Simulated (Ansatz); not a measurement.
# HfN (WC type): equation of state

An exercise on one series of results from a longer session: the logs are not shown, and one member is left open.

Method: DFT PBE, scalar-relativistic, plane waves, PAW, in Ansatz 0.2.0.

1 further run of the same task is left out (it didn't finish). Runs told in other sessions of the task aren't counted.

### Starting point

The structure is hexagonal, space group P-6m2 (No. 187). Conventional cell: a = 3.099 Å, b = 3.099 Å, c = 2.913 Å, α = 90.00°, β = 90.00°, γ = 120.00°. Hf (site symmetry -6m2) has 6 N at 2.31 Å in its first shell of neighbours. Around N (site symmetry -6m2) lie 6 Hf at 2.31 Å.

As a file:

```xyz
2
Lattice="3.0990 0.0000 0.0000 -1.5495 2.6838 0.0000 0.0000 0.0000 2.9130" Properties=species:S:1:pos:R:3 pbc="T T T"
Hf    0.0000    0.0000    0.0000
N     1.5495    0.8946    1.4565
```

This cell comes from an earlier session at PBE: 12.114 Å³/atom at 0.01 GPa, on a 14×14×12 mesh.

Volume factors to run: 0.980, 1.020, 0.960, 1.040, 1.070, 1.100, 0.945.

The first run:

The input, input.yaml:

```yaml
crystal:
  lattice:
    - [3.0782156019, 0.0, 0.0]
    - [-1.5391078009, 2.6658129096, 0.0]
    - [0.0, 0.0, 2.8934507849]
  atoms:
    - { symbol: Hf, position: [0.0, 0.0, 0.0] }
    - { symbol: "N", position: [0.6666666667, 0.3333333333, 0.5] }
basis:
  ecutwfc: 420
  ecutrho_ratio: 4
kpoints:
  mp_grid: { grid: [14, 14, 12] }
hamiltonian:
  xc: pbe
scf:
  occupations: { method: gaussian, width: 0.05 }
output:
  forces: true
  stress: true
  eigenvalues: true
relax:
  f_tol: 0.01
  max_steps: 40
  cell: { stress_tol: 0.1, fix: [volume] }
```

Started as:

```sh
$ ansatz run input.yaml --threads 2 --pin off --max-ram 2662MiB --backend cpu --events-out ev --progress --plain --runs-dir out
```

Among the steps run: Scaling the volume by 0.980; Scaling the volume by 1.020; Scaling the volume by 0.960; Scaling the volume by 1.040; Scaling the volume by 1.070; At 1.100 of the relaxed volume; Scaling the volume by 0.945.

One table of the session follows, with a row left open; its other results are not shown here.

It belongs to the step «Energy and pressure against volume». 

| volume (Å³/atom) | energy (meV/atom) | pressure (GPa) |
| --- | --- | --- |
| 11.448 | 29.49 | 14.88 |
| 11.629 | 15.20 | 10.40 |
| 11.872 | ? | ? |
| 12.114 | 0.00 | 0.01 |
| 12.356 | 3.43 | -4.44 |
| 12.599 | 13.25 | -8.46 |
| 12.962 | 38.63 | -13.76 |
| 13.325 | 75.17 | -18.31 |

Q: Estimate the row for volume (Å³/atom) = 11.872 from the others.

Worked estimate for «energy (meV/atom)». A straight line through the neighbours (11.629, 15.20) and (12.114, 0.00) gives 15.20 + (0.00 − 15.20) × (11.872 − 11.629) / (12.114 − 11.629) = 7.58; a parabola fitted to 4 rows on both sides gives 3.72.

The run gave: energy (meV/atom): 3.68; pressure (GPa): 4.94. In «energy (meV/atom)» the line misses by +3.90 and the parabola by +0.04.
